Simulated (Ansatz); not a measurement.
⁶⁷Zn NMR of the central transition in ZnS with one atom moved

Cell: a computed structure from the Materials Project (it need not be an observed phase), relaxed with PBE at fixed cell and then changed (atom 14 (S) moved by 0.10 Å).

```xyz
16
Lattice="3.8051 0.0000 0.0000 -1.9025 3.2953 0.0000 0.0000 0.0000 24.9159" Properties=species:S:1:pos:R:3 pbc="T T T"
Zn    0.0000    2.1969    3.1174
Zn    0.0000    0.0000    0.0040
Zn    1.9025    1.0984   15.5736
Zn    1.9025    1.0984   21.8049
Zn    0.0000    0.0000   18.6875
Zn    0.0000    2.1969   12.4599
Zn    0.0000    0.0000    9.3457
Zn    1.9025    1.0984    6.2322
S     1.9025    1.0984    8.5642
S     1.9025    1.0984   17.9041
S     0.0000    2.1969    5.4500
S     0.0000    0.0000   21.0209
S     1.9025    1.0984   24.1389
S     0.0000    0.0000    2.4353
S     0.0000    2.1969   14.7922
S     0.0000    0.0000   11.6778
```

Atom numbers follow the list; atoms alike are taken as one site, whose name carries the number of the first.

All values are calculated (Ansatz; DFT, PBE, plane waves and PAW, scalar-relativistic, 420 eV cutoff, Γ-centred 8×8×2 k-points, Fermi–Dirac smearing 0.02 eV), not measured.

⁶⁷Zn has I = 5/2 and Q = 122.0 mb (Pyykkö 2018); at 21.1 T its Larmor frequency is ν₀ = 56.3 MHz. Only the quadrupole interaction is simulated: positions count from each site's isotropic chemical shift, and J coupling is left out, as are shift anisotropy and dipolar coupling, which fast spinning averages.

Simulated pattern of one Zn site (fast magic-angle spinning, Gaussian broadening 0.1 kHz):

```tsv
offset (kHz)	height
-4.022	0
-3.904	1
-3.785	4
-3.667	4
-3.548	4
-3.430	5
-3.311	5
-3.193	5
-3.075	5
-2.956	5
-2.838	5
-2.719	5
-2.601	6
-2.482	26
-2.364	77
-2.245	49
-2.127	39
-2.009	35
-1.890	33
-1.772	32
-1.653	31
-1.535	31
-1.416	31
-1.298	33
-1.180	34
-1.061	37
-0.943	41
-0.824	48
-0.706	65
-0.587	100
-0.469	16
-0.350	0
```

Q: Which |C_Q| and η does the pattern imply?

A: The pattern spans 3.32 kHz before broadening and its centre of gravity is at -1.55 kHz, which fixes P_Q; the places of the horns and steps fix η. That gives P_Q = 3.81 MHz, |C_Q| = 3.81 MHz and η = 0.00, the values that the calculation gives site Zn2 (4 S at 2.33–2.43 Å). The other sites have |C_Q| = 2.16, 0.377, 0.294, 0.133, 0.402, 0.412, 0.389 MHz. The sign of C_Q can't be read from the pattern.

An axis of threefold or higher order runs through Zn2, so V_zz lies along it and η is zero.

The atoms aren't relaxed after the move (largest force 0.9 eV/Å).

Hardware: 1 thread of Arm Neoverse V1 (aarch64; 8 cores open to the job, memory cap 3.0 GiB, no GPU), a shared host with a load of 0.5 a core. Wall time 1.8 min, CPU time 1.8 min, peak memory 0.71 GiB.
